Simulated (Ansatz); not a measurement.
Ni₂Si films: biaxial stress and wafer bow

Plane-wave DFT in Ansatz, r2SCAN, scalar-relativistic PAW potentials, cutoff 500 eV, no spin-orbit coupling; no spin polarisation. Ni₂Si in space group P6_3/mmc, strained equally along a and b of the conventional cell, with c and the atoms relaxed within the symmetry (a film with c along the normal). Stress is the in-plane mean, tension positive.

```tsv
strain (%)	stress (GPa)	E − E(0) (meV/atom)
-6.0	-37.81	140.5
-4.0	?	59.7
-2.0	-11.11	14.4
+0.0	-0.02	0.0
+2.0	9.55	13.1
+4.0	17.50	49.9
+6.0	23.90	106.5
```

Fit the stress, get the biaxial modulus and predict the missing row.

A parabola through the given rows is σ = -0.01 + 5.145 ε -0.1928 ε² GPa (ε in %), so M = dσ/dε = 514 GPa at zero. It predicts -23.67 GPa at -4.0 %; the run gave -23.53 GPa. The miss is 0.14 GPa, so the fit holds. The negative square term means that the film is stiffer in compression than in tension. The energies check it: E/V = Mε² at small strain, and a cubic fit with V = 10.65 Å³/atom gives M = 516 GPa, in agreement.

How much does a 20 nm film at -0.3 % strain bow a 300 mm Si(001) wafer 775 μm thick?

The fit, without its small constant, gives σ = -1.56 GPa. Stoney's formula, κ = 6σt_f/(M_s t_s²) with M_s = 180.5 GPa for Si(001) (literature), gives |κ| = 1.73×10⁻³ m⁻¹ and a bow κr²/2 = 19.4 μm at r = 150 mm, with the film side convex (compression pushes the centre up). This assumes a single-crystal or fully textured, unrelaxed film at 0 K.

The cell has no gap in any row, so the stresses hang on mesh and smearing.

Cost: about 13 core-minutes for the runs cited, on Intel Xeon Platinum 8488C (Sapphire Rapids) (shared hosts).